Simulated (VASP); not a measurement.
Crystal: ZnSe (Stilleite).

```xyz
2
Lattice="0.0000 2.8338 2.8338 2.8338 0.0000 2.8338 2.8338 2.8338 0.0000" Properties=species:S:1:pos:R:3 pbc="T T T"
Zn    0.0000    0.0000    0.0000
Se    1.4169    1.4169    1.4169
```

Base run:

```yaml
Program: VASP 6.6.1
Functional: PBEsol
Potentials_or_basis: VASP PAW PBE potentials, release 64 (Zn, Se)
Cutoff: 520 eV
k_mesh: 6 × 6 × 6
Occupations: gaussian, width 0.03 eV
Spin: no spin polarisation
```

Its results: band gap on the k mesh 1.17 eV, direct; pressure -0.9 GPa.

**Question.** The run is repeated on the same cell with these changes: functional from PBEsol to LDA; potentials or basis from VASP PAW PBE potentials, release 64 (Zn, Se) to VASP PAW LDA potentials, release 64 (Zn, Se). What comes out?

**Answer.** Band gap on the k mesh 1.07 eV, direct; pressure -3.1 GPa.

Caveats: the PAW data sets were made with another functional, which shifts forces and pressure a little (some runs).

A k mesh can miss the band edges.

Not every run made on this cell is shown here.
